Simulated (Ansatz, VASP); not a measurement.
Two plane-wave programs on GaAs

File INCAR:

```
PREC     = Accurate       # precision mode
ENCUT    = 600            # plane-wave cutoff, eV
EDIFF    = 1E-6           # SCF threshold, eV
ISMEAR   = 0              # smearing method
SIGMA    = 0.05           # smearing width, eV
LREAL    = F              # projectors in reciprocal space
LASPH    = T              # aspherical terms in the spheres
NELM     = 100            # most SCF steps
ALGO     = Normal         # electronic algorithm
ISIF     = 3              # what is computed and relaxed
LWAVE    = F              # write WAVECAR
LCHARG   = F              # write CHGCAR
GGA      = PE             # functional
IBRION   = 2              # ionic algorithm
NSW      = 100            # ionic steps
EDIFFG   = -0.005         # ionic threshold
```

KPOINTS

```
regular mesh
0
Gamma
  10 10 10
```

The input POSCAR:

```
GaAs
1.0
    0.0000000000      2.8750910496      2.8750910496
    2.8750910496      0.0000000000      2.8750910496
    2.8750910496      2.8750910496      0.0000000000
Ga As
1 1
Direct
    0.0000000000      0.0000000000      0.0000000000
    0.2500000000      0.2500000000      0.2500000000
```

Input for Ansatz:

```yaml
crystal:
  lattice:
    - [0.0, 2.8750910496, 2.8750910496]
    - [2.8750910496, 0.0, 2.8750910496]
    - [2.8750910496, 2.8750910496, 0.0]
  atoms:
    - { symbol: Ga, position: [0.0, 0.0, 0.0] }
    - { symbol: As, position: [0.25, 0.25, 0.25] }
basis:
  ecutwfc: 420
kpoints:
  mp_grid: { grid: [10, 10, 10] }
hamiltonian:
  xc: pbe
scf:
  occupations: { method: gaussian, width: 0.05 }
output:
  forces: true
  stress: true
  eigenvalues: true
relax:
  adjacent_minimum: "off"
  f_tol: 0.005
  max_steps: 80
  cell: { stress_tol: 0.05 }
```

The cell is a database's computed one.

Alike in both runs: task relaxation of cell and atoms; functional PBE; k mesh 10 × 10 × 10; occupations gaussian, width 0.05 eV; no spin polarisation.

|  | VASP | Ansatz |
| --- | --- | --- |
| version | VASP 6.6.1 | Ansatz 0.2.0 |
| potentials or method | VASP PAW PBE potentials, release 64 (Ga_d, As) | scalar-relativistic, plane waves, PAW |
| plane-wave cutoff (eV) | 600 | 420 |
| valence electrons in the cell | 18 | 28 |

```tsv
	VASP	Ansatz	Ansatz less VASP
gap on the k mesh at the Fermi level, each at its own relaxed structure (eV)	0.14	0.16	+0.013
relaxed volume (Å³/atom)	23.77	23.71	-0.052
relaxed cell length with the largest relative difference (Å)	4.066	4.063	-0.0030
```

The two sets of potentials don't hold the same shells in valence.

Caveats: the relaxation stopped at its first step, so nothing moved. Expect the measured gap to be larger: semilocal functionals such as PBE lack the derivative discontinuity.
